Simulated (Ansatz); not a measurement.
# KCl: band gap under strain

Aim: follow the gap of the known phase of KCl with 2 atoms a cell through these states: +1.6 % strain along x alone; -2.0 % strain along z alone. The table at the end shows which levels were run.

Program: Ansatz 0.2.0. PAW datasets, plane waves. No spin polarisation and no zero-point or thermal motion.

## 1. The structure to begin with

The unstrained cell was relaxed with r2SCAN; in each strained cell the atoms were relaxed again with r2SCAN. Names of k-points are those of the unstrained zone, where strain can split equivalent points. First state: +1.6 % strain along x alone.

The symmetry is I4/mmm (No. 139, tetragonal); a = 4.447 Å, c = 6.393 Å in the conventional setting, 31.61 Å³ an atom. Around K lie 6 Cl at 3.14–3.20 Å; around Cl lie 6 K at 3.14–3.20 Å.

The structure in full:

```cif
data_structure
_symmetry_space_group_name_H-M 'I4/mmm'
_symmetry_Int_Tables_number 139
_cell_length_a 4.4475
_cell_length_b 4.4475
_cell_length_c 6.3928
_cell_angle_alpha 90.000
_cell_angle_beta 90.000
_cell_angle_gamma 90.000
_cell_volume 126.45
loop_
_atom_site_label
_atom_site_type_symbol
_atom_site_symmetry_multiplicity
_atom_site_Wyckoff_symbol
_atom_site_fract_x
_atom_site_fract_y
_atom_site_fract_z
_atom_site_occupancy
K1 K 2 a 0.00000 0.00000 0.00000 1
Cl1 Cl 2 b 0.50000 0.50000 0.00000 1
```

From earlier runs on the unstrained cell: PBE 5.19 eV, r2SCAN 5.83 eV, HSE06 6.51 eV, G0W0 7.95 eV (on its mesh); a = 6.290 Å.

## 2. +1.6 % strain along x alone: PBE

Contents of input.yaml:

```yaml
crystal:
  lattice:
    - [0.0, 3.1448471213, 3.1448471213]
    - [3.1964226141, 0.0, 3.1448471213]
    - [3.1964226141, 3.1448471213, 0.0]
  atoms:
    - { symbol: K, position: [0.0, 0.0, 0.0] }
    - { symbol: Cl, position: [0.5, 0.5, 0.5] }
kpoints:
  mp_grid: { grid: [8, 8, 8] }
  band_path:
    path:
      - [0.0, 0.0, 0.0]
      - [0.5, 0.0, 0.5]
      - [0.625, 0.25, 0.625]
      - [0.375, 0.375, 0.75]
      - [0.5, 0.5, 0.5]
      - [0.5, 0.25, 0.75]
    npoints: 1
hamiltonian:
  xc: pbe
scf:
  occupations: { method: fermi_dirac, width: 0.02 }
  n_extra_bands: 4
output:
  forces: true
  stress: true
  eigenvalues: true
```

Started as:

```
ansatz run input.yaml --threads 4 --pin off --max-ram 5529MiB --backend cpu --events-out ev --progress --plain --runs-dir out
```

Further steps of the session: +1.6 % strain along x alone: r2SCAN; +1.6 % strain along x alone: HSE06; +1.6 % strain along x alone: G0W0@PBE; -2.0 % strain along z alone: PBE; -2.0 % strain along z alone: r2SCAN; -2.0 % strain along z alone: HSE06; -2.0 % strain along z alone: G0W0@PBE.

**Question.** What will these runs give?

As calculated:

Least gap in eV (negative: overlap), with the change from the unstrained cell in brackets. G0W0 is on its own coarse mesh.

```
                      state  volume change (%)           PBE        r2SCAN         HSE06          G0W0
+1.6 % strain along x alone               +1.6  5.13 (-0.06)  5.77 (-0.06)  6.44 (-0.07)  7.90 (-0.05)
-2.0 % strain along z alone               -2.0  5.25 (+0.06)  5.89 (+0.06)  6.57 (+0.06)  8.00 (+0.05)
```

**Reading.** The largest move of the HSE06 gap in the table is +0.064 eV, under -2.0 % strain along z alone. PBE and HSE06 differ by 1.31 eV on the unstrained gap, and by at most 0.01 eV on its change: PBE follows the response to strain far better than the gap itself. No extrapolation in bands, cutoff or mesh was made for G0W0.
